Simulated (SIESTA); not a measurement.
**C under changes of volume**

One of the cells (31.524 Å³/atom); the others are scaled copies at fixed shape and fractional positions:

```
CELL_PARAMETERS angstrom
2.45623 0.00000 0.00000
-1.22811 2.12716 0.00000
0.00000 0.00000 24.13396
ATOMIC_POSITIONS crystal
C 0.66667 0.33333 0.57048
C 0.33333 0.66667 0.42952
C 0.00000 0.00000 0.42953
C 0.00000 0.00000 0.57047
```

The slab is cut from a database's or a generator's crystal, which needn't be the stable form of the element.

* Program: SIESTA 5.4.2
* Functional: PBEsol
* Potentials or basis: PseudoDojo 0.4 standard (PBEsol files)
* Basis: DZP (energy shift 0.003 Ry)
* Grid cutoff: 500 Ry
* Energy shift: 0.003 Ry
* k mesh: 12 × 12 × 2
* Occupations: fermi-dirac, width 0.05 eV
* Spin: no spin polarisation

```csv
volume (Å³/atom),energy over the lowest point (meV/atom),largest force (eV/Å)
29.632,85.09,0.032
30.263,53.43,0.031
30.893,29.73,0.030
31.524,13.32,0.029
32.154,3.63,0.028
32.785,0.00,0.027
33.415,?,?
```

Question: What does the run at 33.415 Å³/atom give?

Answer: Energy over the lowest point 2.03 meV/atom; largest force 0.026 eV/Å.

Worked out: A Birch-Murnaghan fit of order 3 (a polynomial in V^(-2/3)) to the other rows has its minimum at 32.87 Å³/atom, just outside them, with B0 = V·E''(V) = 73 GPa and B' = 3.5 at fixed shape and positions, which overstates the stiffness. It gives 2.01 meV/atom at 33.415 Å³/atom, against the run's 2.03.

Energies are extrapolated to zero smearing.

Caveats: the basis of atomic orbitals isn't converged, which shifts pressures, moduli and gaps.
